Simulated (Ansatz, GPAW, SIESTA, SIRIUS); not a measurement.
Pb: 4 runs at one level of theory

```
CELL_PARAMETERS angstrom
0.00000 3.43900 3.43900
3.43900 0.00000 3.43900
3.43900 3.43900 0.00000
ATOMIC_POSITIONS crystal
Pb 0.25000 0.25000 0.25000
Pb 0.00000 0.00000 0.00000
```

This isn't the form of Pb at room conditions, which is fcc.

Alike in all runs: task single point; functional PBEsol; k mesh 7 × 7 × 7; occupations fermi-dirac, width 0.05 eV; no spin polarisation; no spin-orbit coupling. Pressure is positive in compression and, in plane waves, holds the error of the finite cutoff.

| program and potentials | plane-wave cutoff (eV) | notes | pressure (GPa) |
| --- | --- | --- | --- |
| SIESTA, files PseudoDojo sr-pbesol-0.4.1-standard, DZP (energy shift 0.003 Ry; two zetas on semicore shells) | - | atomic basis | 0.87 |
| Ansatz, all-electron LAPW, scalar-relativistic | - | - | 0.46 |
| GPAW, PAW data sets generated for this functional | 600 | - | 0.13 |
| SIRIUS, PseudoDojo 0.4.1 PBEsol standard (scalar relativistic) | 765 | - | 0.51 |

The pressure spans 0.13 (GPAW, PAW data sets generated for this functional) to 0.87 GPa (SIESTA, files PseudoDojo sr-pbesol-0.4.1-standard, DZP (energy shift 0.003 Ry; two zetas on semicore shells)), with all-electron results at 0.46. Rows in atomic bases carry the error of their basis and grid, which can be large.

Differences between rows come from potentials, basis sets and numerical settings, since the functional is the same but for its coding. Runs on potential files found faulty are left out.
